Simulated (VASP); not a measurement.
# Te2Mo (P6_3/mmc) in VASP: a series of runs

One crystal, Te2Mo, is run at these levels: rev-vdW-DF2, PBE+D3(BJ); tasks: relaxation of cell and atoms.

All numbers are computed with VASP 6.6.1; they aren't measurements. Logs are shortened: lines on timing, memory, paths and dates and some standing lists are left out, and cuts for length are marked.

## (1) The structure

Symmetry: P6_3/mmc, No. 194, hexagonal system. Conventional cell: a = 3.518 Å, b = 3.518 Å, c = 13.974 Å, α = 90.00°, β = 90.00°, γ = 120.00°. Te (site symmetry 3m) is surrounded by 3 Mo at 2.72 Å. Mo (site symmetry -6m2) is surrounded by 6 Te at 2.72 Å.

## (2) Relaxation of cell and atoms, rev-vdW-DF2

File INCAR:

```
SYSTEM = Te2Mo
PREC     = Accurate       ! precision mode
ENCUT    = 600            ! plane-wave cutoff, eV
EDIFF    = 1E-6           ! SCF threshold, eV
ISMEAR   = 0              ! smearing method
SIGMA    = 0.03           ! smearing width, eV
LREAL    = .False.        ! projectors in reciprocal space
LASPH    = .True.         ! aspherical terms in the spheres
NELM     = 80             ! most SCF steps
ALGO     = Normal         ! electronic algorithm
ISIF     = 3              ! what is computed and relaxed
LWAVE    = .False.        ! write WAVECAR
LCHARG   = .False.        ! write CHGCAR
GGA      = MK             ! functional
LUSE_VDW = .True.       
AGGAC    = 0.0          
PARAM1   = 0.1234       
PARAM2   = 0.711357     
ZAB_VDW  = -1.8867      
IBRION   = 2              ! ionic algorithm
NSW      = 90             ! ionic steps
EDIFFG   = -0.01          ! ionic threshold
```

File KPOINTS:

```
Automatic mesh
0
Gamma
  9 9 2
  0 0 0
```

File POSCAR:

```
Te2Mo
1.0
    3.5182000000      0.0000000000      0.0000000000
   -1.7591000000      3.0468505800      0.0000000000
    0.0000000000      0.0000000000     13.9736000000
Te Mo
4 2
Direct
    0.3333333300      0.6666666700      0.6210000000
    0.6666666700      0.3333333300      0.1210000000
    0.3333333300      0.6666666700      0.8790000000
    0.6666666700      0.3333333300      0.3790000000
    0.3333333300      0.6666666700      0.2500000000
    0.6666666700      0.3333333300      0.7500000000
```

Potentials or basis: VASP PAW PBE potentials, release 64 (Te, Mo_sv).

The run is started by

```console
$ cat potpaw_PBE.64/Te/POTCAR potpaw_PBE.64/Mo_sv/POTCAR > POTCAR
$ mpirun -np 1 vasp_std > vasp.out
```

OUTCAR:

```text
SYSTEM = Te2Mo
   PREC = Accurate
   ENCUT = 600
   EDIFF = 1E-6
   ISMEAR = 0
   LREAL = .False.
   LASPH = .True.
   NELM = 80
   ISIF = 3
   GGA = MK
   IBRION = 2
   NSW = 90
   EDIFFG = -0.01

 ion  position               nearest neighbor table
   1  0.333  0.667  0.621-   6 2.72   6 2.72   6 2.72   3 3.61
   2  0.667  0.333  0.121-   5 2.72   5 2.72   5 2.72   4 3.61
   3  0.333  0.667  0.879-   6 2.72   6 2.72   6 2.72   1 3.61
   4  0.667  0.333  0.379-   5 2.72   5 2.72   5 2.72   2 3.61
   5  0.333  0.667  0.250-   2 2.72   4 2.72   2 2.72   4 2.72   2 2.72   4 2.72
   6  0.667  0.333  0.750-   1 2.72   3 2.72   1 2.72   3 2.72   1 2.72   3 2.72

  LATTYP: Found a hexagonal cell.
 ALAT       =     3.5182000000
 C/A-ratio  =     3.9718037633

  Lattice vectors:

 A1 = (   3.5182000000,   0.0000000000,   0.0000000000)
 A2 = (  -1.7591000000,   3.0468505800,   0.0000000000)
 A3 = (   0.0000000000,   0.0000000000,  13.9736000000)

Analysis of symmetry for initial positions (statically):
=====================================================================
 Subroutine PRICEL returns:
 Original cell was already a primitive cell.

 Routine SETGRP: Setting up the symmetry group for a
 hexagonal supercell.

 Subroutine GETGRP returns: Found 24 space group operations
 (whereof 12 operations were pure point group operations)
 out of a pool of 24 trial point group operations.

The static configuration has the point symmetry D_3d.
 The point group associated with its full space group is D_6h.

Analysis of symmetry for dynamics (positions and initial velocities):
=====================================================================
 Subroutine PRICEL returns:
 Original cell was already a primitive cell.

 Routine SETGRP: Setting up the symmetry group for a
 hexagonal supercell.

 Subroutine GETGRP returns: Found 24 space group operations
 (whereof 12 operations were pure point group operations)
 out of a pool of 24 trial point group operations.

The dynamic configuration has the point symmetry D_3d.
 The point group associated with its full space group is D_6h.

 Subroutine INISYM returns: Found 24 space group operations
 (whereof 12 operations are pure point group operations),
 and found     1 'primitive' translations

----------------------------------------------------------------------------------------

                                     Primitive cell

  volume of cell :     149.7890

  direct lattice vectors                    reciprocal lattice vectors
     3.518200000  0.000000000  0.000000000     0.284236257  0.164103879  0.000000000
    -1.759100000  3.046850580  0.000000000     0.000000000  0.328207759  0.000000000
     0.000000000  0.000000000 13.973600000     0.000000000  0.000000000  0.071563520
[... 85 lines left out ...]
   ISPIN  =      1    spin polarized calculation?
   LNONCOLLINEAR =      F non collinear calculations
   LSORBIT =      F    spin-orbit coupling
   LASPH  =      T    aspherical Exc in radial PAW
   ENCUT  =  600.0 eV  44.10 Ry    6.64 a.u.   7.03  7.03 27.91*2*pi/ulx,y,z
   NELM   =     80;   NELMIN=  2; NELMDL= -5     # of ELM steps
   EDIFF  = 0.1E-05   stopping-criterion for ELM
   LREAL  =      F    real-space projection
   EDIFFG = -.1E-01   stopping-criterion for IOM
   NSW    =     90    number of steps for IOM
   IBRION =      2    ionic relax: 0-MD 1-quasi-New 2-CG
   NFREE  =      1    steps in history (QN), initial steepest desc. (CG)
   ISIF   =      3    stress and relaxation
   ISYM   =      2    0-nonsym 1-usesym 2-fastsym
   POTIM  = 0.5000    time-step for ionic-motion
   TEBEG  =    0.0;   TEEND  =   0.0 temperature during run
   PSTRESS=    0.0 pullay stress
   NELECT =      52.0000    total number of electrons
   NUPDOWN=      -1.0000    fix difference up-down
   EMIN   =  10.00;   EMAX   =-10.00  energy-range for DOS
   EFERMI =   0.00;   METHOD = LEGACY
   ISMEAR =     0;   SIGMA  =   0.03  broadening in eV -4-tet -1-fermi 0-gaus
   EFERMI_NEDOS =   21; number of points for ismear=-14 and -15
   IALGO  =     38    algorithm
   IMIX   =      4    mixing-type and parameters
     AMIX     =   0.40;   BMIX     =  1.00
     AMIX_MAG =   1.60;   BMIX_MAG =  1.00
  volume/ion in A,a.u.               =      24.96       168.47
  Fermi-wavevector in a.u.,A,eV,Ry     =   1.150578  2.174277 18.011787  1.323829
  Thomas-Fermi vector in A             =   2.287241
   LORBIT       =      0    0 simple, 1 ext, 2 COOP (PROOUT), +10 PAW based schemes
   GGA     = MK    functional components
   LHFCALC =     F    Hartree Fock is set to
   AEXX    =    0.0000 exact exchange contribution
   IVDW_NL    =     1    kernel type
   BPARAM     = 6.3000
   IVDW    =     0    specifies the selected vdW correction
   LEPSILON=     F    determine dielectric tensor
   LRPA    =     F    only Hartree local field effects (RPA)
 conjugate gradient relaxation of ions
 non-spin polarized calculation
 Gauss-broadening in eV      SIGMA  =   0.03
  energy-cutoff  :      600.00
  volume of cell :      149.79
 maximum number of plane-waves:      5038
   NGX = 15   NGY = 15   NGZ = 55

--------------------------------------- Ionic step        1  -------------------------------------------

 number of electron      52.0000001 magnetization

 Free energy of the ion-electron system (eV)
  ---------------------------------------------------
  ext. energy  EPLUGINS =         0.00000000
  ---------------------------------------------------
  free energy    TOTEN  =       -24.32081554 eV

  energy without entropy =      -24.32081554  energy(sigma->0) =      -24.32081554

------------------------ aborting loop because EDIFF is reached ----------------------------------------

  FORCE on cell =-STRESS in cart. coord.  units (eV):
  Direction    XX          YY          ZZ          XY          YZ          ZX
  --------------------------------------------------------------------------------------
  -------------------------------------------------------------------------------------
  Total        1.3406090      1.3406090      1.9772226      0.0000000      0.0000000     -0.0000000
  in kB       14.3394574     14.3394575     21.1488209      0.0000000      0.0000000     -0.0000000
  external PRESSURE =      16.6092453 kB  Pullay stress =       0.0000000 kB
[... 239 lines left out ...]
--------------------------------------- Ionic step        7  -------------------------------------------

 number of electron      52.0000003 magnetization

 Free energy of the ion-electron system (eV)
  ---------------------------------------------------
  ext. energy  EPLUGINS =         0.00000000
  ---------------------------------------------------
  free energy    TOTEN  =       -24.33410695 eV

  energy without entropy =      -24.33410695  energy(sigma->0) =      -24.33410695

 E-fermi :   7.9897     XC(G=0): -10.4280

 val. band max:        7.8643484509   @ k =   0.0000   0.0000   0.0000
 cond. band min:       8.6311430261   @ k =   0.2222   0.2222   0.0000
 fundamental gap:      0.7667945752
 Fermi energy:         7.9897174658

 k-point     1 :       0.0000    0.0000    0.0000
  band No.  band energies     occupation
      1     -52.9189      2.00000
      2     -52.9188      2.00000
      3     -27.0984      2.00000
      4     -27.0984      2.00000
      5     -26.9752      2.00000
      6     -26.9752      2.00000
[... 842 lines left out ...]
  energy  without entropy=      -24.3341069495  energy(sigma->0) =      -24.33410695

Total vdW correction in eV:      7.5380318

 reached required accuracy - stopping structural energy minimisation
```

OSZICAR:

```text
N       E                     dE             d eps       ncg     rms          rms(c)
DAV:   1     0.463275674342E+03    0.46328E+03   -0.29172E+04  1688   0.168E+03
DAV:   2     0.146519732813E+01   -0.46181E+03   -0.45296E+03  1834   0.373E+02
DAV:   3    -0.248709049064E+02   -0.26336E+02   -0.25845E+02  1911   0.740E+01
DAV:   4    -0.255592641280E+02   -0.68836E+00   -0.68568E+00  1852   0.117E+01
[... 63 lines left out ...]
DAV:   3    -0.243341360409E+02    0.93654E-04   -0.83660E-04  1766   0.108E-01    0.610E-02
DAV:   4    -0.243341142795E+02    0.21761E-04   -0.75502E-05  1743   0.456E-02    0.188E-02
DAV:   5    -0.243341096171E+02    0.46624E-05   -0.47852E-05  1876   0.351E-02    0.204E-02
DAV:   6    -0.243341073338E+02    0.22833E-05   -0.16786E-05  1575   0.174E-02    0.402E-03
DAV:   7    -0.243341069495E+02    0.38427E-06   -0.20788E-06  1065   0.850E-03
   7 F= -.24334107E+02 E0= -.24334107E+02  d E =-.846087E-04
```

CONTCAR:

```text
Te2Mo
   1.00000000000000
     3.5332883047207297   -0.0000000000000000   -0.0000000000000000
    -1.7666441523603649    3.0599174352449441    0.0000000000000000
    -0.0000000000000000    0.0000000000000000   14.0481501405278131
  Te              Mo
     4     2
Direct
     0.3333333300000021    0.6666666699999979    0.6207380518081371
     0.6666666699999979    0.3333333300000021    0.1207380518081371
     0.3333333300000021    0.6666666699999979    0.8792619481918629
     0.6666666699999979    0.3333333300000021    0.3792619481918629
     0.3333333300000021    0.6666666699999979    0.2500000000000000
     0.6666666699999979    0.3333333300000021    0.7500000000000000

  0.00000000E+00  0.00000000E+00  0.00000000E+00
  0.00000000E+00  0.00000000E+00  0.00000000E+00
  0.00000000E+00  0.00000000E+00  0.00000000E+00
  0.00000000E+00  0.00000000E+00  0.00000000E+00
  0.00000000E+00  0.00000000E+00  0.00000000E+00
  0.00000000E+00  0.00000000E+00  0.00000000E+00
```

It took 17 min on 1 thread of Intel Xeon Platinum 8488C (Sapphire Rapids), shared host; peak memory 0.79 GiB.

What came out:

| Item | Value |
| --- | --- |
| Free energy | -24.3341 eV |
| Relaxed volume | 25.31 Å³/atom |
| Relaxed cell | a = 3.533 Å, b = 3.533 Å, c = 14.048 Å, α = 90.00°, β = 90.00°, γ = 120.00° |
| Space group after relaxing (to 0.05 Å) | P6_3/mmc (No. 194) |
| Energy gained by relaxing | 2.2 meV/atom |
| Ionic steps | 7 |
| Pressure after relaxing | 0.1 GPa |
| Band gap on the k mesh | 0.77 eV, indirect (least direct gap 1.03 eV) |

Forces on the atoms (eV/Å):
```
Te   0.000  0.000  0.002
Te   0.000  0.000  0.002
Te   0.000  0.000 -0.002
Te   0.000  0.000 -0.002
Mo   0.000  0.000  0.000
Mo   0.000  0.000  0.000
```

Step by step:
```tsv
step	energy change (eV)	largest force (eV/Å)	pressure (GPa)	volume (Å³)
1	0.0000	0.2480	1.66	149.79
2	0.0253	0.4388	-2.60	155.47
3	-0.0132	0.0183	0.02	151.85
4	-0.0132	0.0130	0.00	151.81
5	-0.0099	0.1142	0.85	150.80
6	-0.0132	0.0083	0.09	151.77
7	-0.0133	0.0020	0.06	151.88
```

Final structure:
```yaml
crystal:
  lattice:
    - [3.53329, 0.00000, 0.00000]
    - [-1.76664, 3.05992, 0.00000]
    - [0.00000, 0.00000, 14.04815]
  atoms:
    - { symbol: Te, position: [0.33333, 0.66667, 0.62074] }
    - { symbol: Te, position: [0.66667, 0.33333, 0.12074] }
    - { symbol: Te, position: [0.33333, 0.66667, 0.87926] }
    - { symbol: Te, position: [0.66667, 0.33333, 0.37926] }
    - { symbol: Mo, position: [0.33333, 0.66667, 0.25000] }
    - { symbol: Mo, position: [0.66667, 0.33333, 0.75000] }
```

Caveat: the PAW data sets were made with another functional, which shifts forces and pressure a little; spin-orbit coupling is left out, which moves the levels of the heavy elements; an odd mesh through Γ misses points on the zone boundary, where band edges often lie.

## (3) Relaxation of cell and atoms, rev-vdW-DF2

This run uses another cell than the first one, of 25.31 Å³/atom, 1.014 times its volume.

Edit INCAR of step 2 so:

```diff
@@ -3,3 +3,3 @@
 ENCUT    = 600            ! plane-wave cutoff, eV
-EDIFF    = 1E-6           ! SCF threshold, eV
+EDIFF    = 1E-7           ! SCF threshold, eV
 ISMEAR   = 0              ! smearing method
@@ -21,2 +21,2 @@
 NSW      = 90             ! ionic steps
-EDIFFG   = -0.01          ! ionic threshold
+EDIFFG   = -0.005         ! ionic threshold
```

KPOINTS is that of step 2.

File POSCAR:

```
Te2Mo                                   
1.0
    3.5332883047     -0.0000000000     -0.0000000000
   -1.7666441524      3.0599174352      0.0000000000
   -0.0000000000      0.0000000000     14.0481501405
  Te              Mo            
     4     2
Direct
     0.3333333300000021    0.6666666699999979    0.6207380518081371
     0.6666666699999979    0.3333333300000021    0.1207380518081371
     0.3333333300000021    0.6666666699999979    0.8792619481918629
     0.6666666699999979    0.3333333300000021    0.3792619481918629
     0.3333333300000021    0.6666666699999979    0.2500000000000000
     0.6666666699999979    0.3333333300000021    0.7500000000000000
```

Potentials or basis: VASP PAW PBE potentials, release 64 (Te, Mo_sv).

The run is started by

```console
$ cat potpaw_PBE.64/Te/POTCAR potpaw_PBE.64/Mo_sv/POTCAR > POTCAR
$ mpirun -np 1 vasp_std > vasp.out
```

OUTCAR:

```text
SYSTEM = Te2Mo
   PREC = Accurate
   ENCUT = 600
   EDIFF = 1E-7
   ISMEAR = 0
   LREAL = .False.
   LASPH = .True.
   NELM = 80
   ISIF = 3
   GGA = MK
   IBRION = 2
   NSW = 90
   EDIFFG = -0.005

 ion  position               nearest neighbor table
   1  0.333  0.667  0.621-   6 2.73   6 2.73   6 2.73   3 3.63
   2  0.667  0.333  0.121-   5 2.73   5 2.73   5 2.73   4 3.63
   3  0.333  0.667  0.879-   6 2.73   6 2.73   6 2.73   1 3.63
   4  0.667  0.333  0.379-   5 2.73   5 2.73   5 2.73   2 3.63
   5  0.333  0.667  0.250-   2 2.73   4 2.73   2 2.73   4 2.73   2 2.73   4 2.73
   6  0.667  0.333  0.750-   1 2.73   3 2.73   1 2.73   3 2.73   1 2.73   3 2.73

  LATTYP: Found a hexagonal cell.
 ALAT       =     3.5332883047
 C/A-ratio  =     3.9759422184

  Lattice vectors:
[... 197 lines left out ...]
  Direction    XX          YY          ZZ          XY          YZ          ZX
  --------------------------------------------------------------------------------------
  -------------------------------------------------------------------------------------
  Total        0.0498947      0.0498947      0.0568856     -0.0000000      0.0000000      0.0000000
  in kB        0.5263287      0.5263287      0.6000747     -0.0000000      0.0000000      0.0000000
  external PRESSURE =       0.5509107 kB  Pullay stress =       0.0000000 kB
[... 239 lines left out ...]
--------------------------------------- Ionic step        7  -------------------------------------------

 number of electron      52.0000003 magnetization

 Free energy of the ion-electron system (eV)
  ---------------------------------------------------
  ext. energy  EPLUGINS =         0.00000000
  ---------------------------------------------------
  free energy    TOTEN  =       -24.33458516 eV

  energy without entropy =      -24.33458516  energy(sigma->0) =      -24.33458516

 E-fermi :   7.9585     XC(G=0): -10.4162

 val. band max:        7.8335956060   @ k =   0.0000   0.0000   0.0000
 cond. band min:       8.6064911765   @ k =   0.2222   0.2222   0.0000
 fundamental gap:      0.7728955705
 Fermi energy:         7.9584507520

 k-point     1 :       0.0000    0.0000    0.0000
  band No.  band energies     occupation
      1     -52.9472      2.00000
      2     -52.9472      2.00000
      3     -27.1261      2.00000
      4     -27.1261      2.00000
      5     -27.0038      2.00000
      6     -27.0038      2.00000
[... 842 lines left out ...]
  energy  without entropy=      -24.3345851607  energy(sigma->0) =      -24.33458516

Total vdW correction in eV:      7.5464961

 reached required accuracy - stopping structural energy minimisation
```

CONTCAR:

```text
Te2Mo
   1.00000000000000
     3.5346274418952697   -0.0000000000000219    0.0000000000000000
    -1.7673137209976728    3.0610771620353066   -0.0000000000000000
    -0.0000000000000000    0.0000000000000000   14.0671292182351628
  Te              Mo
     4     2
Direct
     0.3333333300000021    0.6666666699999979    0.6209281854775353
     0.6666666699999979    0.3333333300000021    0.1209281854775352
     0.3333333300000021    0.6666666699999979    0.8790718145224647
     0.6666666699999979    0.3333333300000021    0.3790718145224647
     0.3333333300000021    0.6666666699999979    0.2500000000000000
     0.6666666699999979    0.3333333300000021    0.7500000000000000

  0.00000000E+00  0.00000000E+00  0.00000000E+00
  0.00000000E+00  0.00000000E+00  0.00000000E+00
  0.00000000E+00  0.00000000E+00  0.00000000E+00
  0.00000000E+00  0.00000000E+00  0.00000000E+00
  0.00000000E+00  0.00000000E+00  0.00000000E+00
  0.00000000E+00  0.00000000E+00  0.00000000E+00
```

Run time: 18 min. Hardware: 1 thread of Intel Xeon Platinum 8488C (Sapphire Rapids), shared host; peak memory 0.79 GiB.

What came out:

```yaml
Free_energy: -24.3346 eV
Relaxed_volume: 25.37 Å³/atom
Relaxed_cell: a = 3.535 Å, b = 3.535 Å, c = 14.067 Å, α = 90.00°, β = 90.00°, γ = 120.00°
Space_group_after_relaxing_to_0.05_Å: P6_3/mmc (No. 194)
Energy_gained_by_relaxing: 0.0 meV/atom
Ionic_steps: 7
Pressure_after_relaxing: 0.0 GPa
Band_gap_on_the_k_mesh: 0.77 eV, indirect (least direct gap 1.02 eV)
```

Final structure:
```xyz
6
Lattice="3.5346 0.0000 0.0000 -1.7673 3.0611 0.0000 0.0000 0.0000 14.0671" Properties=species:S:1:pos:R:3 pbc="T T T"
Te    0.0000    2.0407    8.7347
Te    1.7673    1.0204    1.7011
Te    0.0000    2.0407   12.3660
Te    1.7673    1.0204    5.3325
Mo    0.0000    2.0407    3.5168
Mo    1.7673    1.0204   10.5503
```

Levels at points of the mesh, in eV from the valence-band top:
```csv
k point,band 22,band 23,band 24,band 25,band 26,band 27,band 28,band 29,band 30,band 31
"(0.00, 0.00, 0.00)",-1.01,-0.98,-0.98,-0.33,0.00,2.85,2.85,2.98,2.98,3.05
"(0.00, 0.00, 0.50)",-1.00,-1.00,-1.00,-0.08,-0.08,2.88,2.88,2.88,2.88,3.20
```

Caveat: the PAW data sets were made with another functional, which shifts forces and pressure a little; spin-orbit coupling is left out, which moves the levels of the heavy elements; an odd mesh through Γ misses points on the zone boundary, where band edges often lie.

(Continued in part 2 of 2.)
